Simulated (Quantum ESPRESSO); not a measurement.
TiTe, 2 atoms in the cell. The structure is cubic, space group Fm-3m (No. 225). Conventional cell: a = 6.100 Å, b = 6.100 Å, c = 6.100 Å, α = 90.00°, β = 90.00°, γ = 90.00°. Ti (site symmetry m-3m) has 6 Te at 3.05 Å as nearest neighbours. Around Te (site symmetry m-3m) lie 6 Ti at 3.05 Å. The cell comes from a database or a generator and needn't be the stable form of this composition.

* Program: Quantum ESPRESSO 7.5
* Task: phonons
* Functional: LDA
* Potentials or basis: GBRV 1.5 LDA
* Cutoff: 612 eV
* Density cutoff: 4898 eV
* k mesh: 8 × 8 × 8
* Occupations: cold, width 0.2 eV
* Spin: no spin polarisation
* Target pressure: 10 GPa
* Form of the LDA correlation: PZ81
* Mixing beta: 0.5
* Most SCF iterations: 120
* SCF threshold: 4e-10 Ry

Potentials or basis: GBRV 1.5 LDA.

The run is started by

```bash
$ OMP_NUM_THREADS=1 pw.x -in pw.in > pw.out
$ OMP_NUM_THREADS=1 pw.x -in relax.in > relax.out
$ OMP_NUM_THREADS=1 pw.x -in scf2.in > scf2.out
$ OMP_NUM_THREADS=1 ph.x -in ph.in > ph.out
$ OMP_NUM_THREADS=1 dynmat.x -in dynmat.in > dynmat.out
```

Hardware: 1 thread of Intel(R) Xeon(R) Platinum 8375C CPU @ 2.90GHz (Ice Lake) (shared host).

Q: How long does it take, and how much memory?

A: It took 3.7 min on 1 thread of Intel(R) Xeon(R) Platinum 8375C CPU @ 2.90GHz (Ice Lake), on a shared host, peak memory 0.21 GiB. Counts: scf iterations 81, k pools 1, bands 15, ion steps 7, k points 29, g dense 44375.
